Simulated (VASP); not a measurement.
# InAs: heating or cooling by molecular dynamics

InAs, F-43m (no. 216), 8 atoms in the cell. PBE, molecular dynamics; PAW potentials In, As (PBE set).

Ensemble: ramp; Target temperature (K): 300; Final target temperature (K): 1100; Thermostat: velocity scaling every 10 steps.

## Input

INCAR:
```
GGA = PE ; PREC = Normal
ENCUT = 210 ; EDIFF = 1E-5
NELMIN = 4 ; NELM = 60
ALGO = Normal ; LREAL = Auto
LASPH = T ; ISMEAR = 0
SIGMA = 0.05 ; ISYM = 0
LWAVE = F ; LCHARG = F
IBRION = 0 ; NSW = 400
POTIM = 3.0 ; TEBEG = 300
TEEND = 1100 ; ISIF = 2
RANDOM_SEED = 126134 0 0 ; MDALGO = 0
SMASS = -1 ; NBLOCK = 10
KPAR = 4
```

KPOINTS:
```
k-points
0
Monkhorst-Pack
  2 2 2
```

POSCAR:
```
InAs
1.0
    6.0360000000      0.0000000000      0.0000000000
    0.0000000000      6.0360000000      0.0000000000
    0.0000000000      0.0000000000      6.0360000000
In As
4 4
Direct
    0.0000000000      0.0000000000      0.0000000000
    0.0000000000      0.5000000000      0.5000000000
    0.5000000000      0.0000000000      0.5000000000
    0.5000000000      0.5000000000      0.0000000000
    0.2500000000      0.2500000000      0.2500000000
    0.2500000000      0.7500000000      0.7500000000
    0.7500000000      0.2500000000      0.7500000000
    0.7500000000      0.7500000000      0.2500000000
```

Commands:
```
cat potpaw_PBE.64/In/POTCAR potpaw_PBE.64/As/POTCAR > POTCAR
mpirun -np 4 vasp_std > vasp.out
```

## Result

- Mean temperature (K): 679
- Rise of the mean potential energy above the start (meV/atom): 85.6
- Mean pressure (GPa): 4.06
- Electronic steps per ionic step after the first: 4.0

Course of the run:

| Time (fs) | Temperature (K) | Potential energy less the first (meV/atom) |
|---|---|---|
| 3 | 302 | 0.0 |
| 93 | 362 | 17.6 |
| 183 | 422 | 71.2 |
| 276 | 459 | 137.9 |
| 375 | 513 | 69.4 |
| 465 | 560 | 44.0 |
| 555 | 682 | 45.6 |
| 648 | 646 | 88.1 |
| 738 | 684 | 131.0 |
| 828 | 991 | 117.1 |
| 927 | 1056 | 87.8 |
| 1020 | 950 | 92.1 |
| 1110 | 1051 | 108.5 |
| 1200 | 1025 | 129.4 |

REPORT:
```
RANDOM_SEED =            126134                0                0

           RANDOM_SEED =            126134                0                0

           RANDOM_SEED =            126134                0                0

           RANDOM_SEED =            126134                0                0

           RANDOM_SEED =            126134                0                0

           RANDOM_SEED =            126134                0                0

           RANDOM_SEED =            126134                0                0

           RANDOM_SEED =            126134                0                0

           RANDOM_SEED =            126134                0                0

           RANDOM_SEED =            126134                0                0

           RANDOM_SEED =            126134                0                0

           RANDOM_SEED =            126134                0                0

           RANDOM_SEED =            126134                0                0

           RANDOM_SEED =            126134                0                0

           RANDOM_SEED =            126134                0                0

[... 29 lines left out ...]

           RANDOM_SEED =            126134                0                0

           RANDOM_SEED =            126134                0                0

           RANDOM_SEED =            126134                0                0

           RANDOM_SEED =            126134                0                0

           RANDOM_SEED =            126134                0                0

           RANDOM_SEED =            126134                0                0

           RANDOM_SEED =            126134                0                0

           RANDOM_SEED =            126134                0                0

           RANDOM_SEED =            126134                0                0

           RANDOM_SEED =            126134                0                0

           RANDOM_SEED =            126134                0                0
```

OSZICAR:
```
N       E                     dE             d eps       ncg     rms          rms(c)
DAV:   1     0.830052670898E+02    0.83005E+02   -0.65772E+03   168   0.570E+02
DAV:   2    -0.235095309937E+02   -0.10651E+03   -0.10211E+03   212   0.132E+02
DAV:   3    -0.311556503211E+02   -0.76461E+01   -0.75439E+01   203   0.385E+01
DAV:   4    -0.313015147532E+02   -0.14586E+00   -0.14541E+00   206   0.567E+00
DAV:   5    -0.313049577584E+02   -0.34430E-02   -0.34424E-02   206   0.737E-01    0.100E+01
DAV:   6    -0.302002790471E+02    0.11047E+01   -0.18349E+00   188   0.480E+00    0.579E+00
DAV:   7    -0.299864653639E+02    0.21381E+00   -0.10083E+00   200   0.355E+00    0.131E+00
DAV:   8    -0.299778607984E+02    0.86046E-02   -0.92909E-02   193   0.126E+00    0.541E-01
DAV:   9    -0.299805380728E+02   -0.26773E-02   -0.12860E-02   203   0.590E-01    0.132E-01
DAV:  10    -0.299800634173E+02    0.47466E-03   -0.18428E-03   198   0.188E-01    0.499E-02
DAV:  11    -0.299802445152E+02   -0.18110E-03   -0.87025E-04   188   0.126E-01    0.627E-02
DAV:  12    -0.299802231733E+02    0.21342E-04   -0.10657E-04   203   0.414E-02    0.814E-03
[... left out ...]
    389 T=  1249. E= -.27843458E+02 F= -.28973828E+02 E0= -.28973828E+02  EK= 0.11304E+01 SP= 0.00E+00 SK= 0.00E+00
    399 T=  1052. E= -.28017948E+02 F= -.28970266E+02 E0= -.28970266E+02  EK= 0.95232E+00 SP= 0.00E+00 SK= 0.00E+00
[... last step whole ...]
       N       E                     dE             d eps       ncg     rms          rms(c)
DAV:   1    -0.289449528864E+02    0.25314E-01   -0.59847E-06    94   0.126E+00    0.387E-03
DAV:   2    -0.289449534540E+02   -0.56760E-06   -0.47605E-05   192   0.305E-02    0.330E-03
DAV:   3    -0.289449533655E+02    0.88488E-07   -0.12134E-06   109   0.619E-03    0.222E-03
DAV:   4    -0.289449532373E+02    0.12825E-06   -0.37636E-07    84   0.350E-03
    400 T=  1025. E= -.28017914E+02 F= -.28944953E+02 E0= -.28944953E+02  EK= 0.92704E+00 SP= 0.00E+00 SK= 0.00E+00
```

Limits: 1200 fs of 8 atoms are too short for converged averages.

VASP 6.6.1 took 521 s on 4 cores (Intel Xeon Platinum 8488C (Sapphire Rapids)), a shared host.
